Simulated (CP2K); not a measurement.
Runs of CP2K 2026.2 on GaP. The structure is cubic, space group F-43m (No. 216). Conventional cell: a = 5.451 Å, b = 5.451 Å, c = 5.451 Å, α = 90.00°, β = 90.00°, γ = 90.00°. Around Ga (site symmetry -43m) lie 4 P at 2.36 Å. Around P (site symmetry -43m) lie 4 Ga at 2.36 Å. 

| task | level | potentials or basis | cell | smearing | EPS_DEFAULT | MIXING BETA (1/bohr) | NGRIDS | REL_CUTOFF (Ry) | points a segment of the path (NPOINTS) | gap on the mesh (eV) | pressure (GPa) | V0 of scaled cells (Å³/atom) | B0 (GPa) |
| --- | --- | --- | --- | --- | --- | --- | --- | --- | --- | --- | --- | --- | --- |
| equation of state | LDA-Pade | GTH_POTENTIALS Ga GTH-PADE-q13, P GTH-PADE-q5; TZVP-MOLOPT-PBE-GTH basis | as given | fermi-dirac 0.01 eV | 1.0E-9 | 1.5 | 5 | 60 | - | - | - | 19.68 | 89 |
| band structure | PBEsol | POTENTIAL_UZH Ga GTH-PBE-q13, P GTH-PBE-q5; TZVP-MOLOPT-PBE-GTH basis | as given | fermi-dirac 0.1 eV | 1.0E-10 | 1.5 1/bohr | 5 | 60 Ry | 8 | 1.51 | (a) | - | - |
| band structure | LDA | GTH_POTENTIALS Ga GTH-PADE-q13, P GTH-PADE-q5; TZVP-MOLOPT-PBE-GTH basis | as given | fermi-dirac 0.0259 eV | 1.0E-9 | 1.5 1/bohr | 4 | 60 Ry | 10 | 1.49 | -2.5 | - | - |
| single point | PBE | POTENTIAL_UZH Ga GTH-PBE-q13, P GTH-PBE-q5; TZVP-MOLOPT-PBE-GTH basis | as given | fermi-dirac 0.05 eV | 1.0E-10 | 1.5 1/bohr | 5 | 60 Ry | - | 1.66 | 2.9 | - | - |
| band structure | rPW86PBE | POTENTIAL_UZH Ga GTH-PBE-q13, P GTH-PBE-q5; TZVP-MOLOPT-PBE-GTH basis | as given | fermi-dirac 0.05 eV | 1.0E-10 | 1.5 | 5 | 60 | 6 | 1.71 | (c) | - | - |
| equation of state | LDA | GTH_POTENTIALS Ga GTH-PADE-q13, P GTH-PADE-q5; TZVP-MOLOPT-PBE-GTH basis | as given | fermi-dirac 0.1 eV | 1.0E-10 | 1.5 1/bohr | 4 | 60 Ry | - | - | - | 19.65 | 90 |
| band structure | LDA-Pade | GTH_POTENTIALS Ga GTH-PADE-q13, P GTH-PADE-q5; TZVP-MOLOPT-PBE-GTH basis | as given | fermi-dirac 0.05 eV | 1.0E-10 | 1.5 | 5 | 60 | 8 | 1.49 | -2.4 | - | - |
| single point | RPBE | POTENTIAL_UZH Ga GTH-PBE-q13, P GTH-PBE-q5; TZVP-MOLOPT-PBE-GTH basis | the cell as VASP's run set it | gaussian 0.05 eV | 1.0E-10 | 1.5 1/bohr | 5 | 60 Ry | - | 1.75 | (b) | - | - |

Alike in all rows: no spin polarisation; k mesh 8 × 8 × 8.

Task: Estimate the missing entries.

Result: (a) 0.3; (b) 4.3; (c) 5.8.

Caveats: the basis of atomic orbitals isn't converged, which shifts pressures, moduli and gaps; the potentials were made for another functional, which shifts forces and pressure (some runs).

A k mesh can miss the band edges, and the runs leave out spin-orbit coupling on Ga.

Not every run made on this cell is shown here.
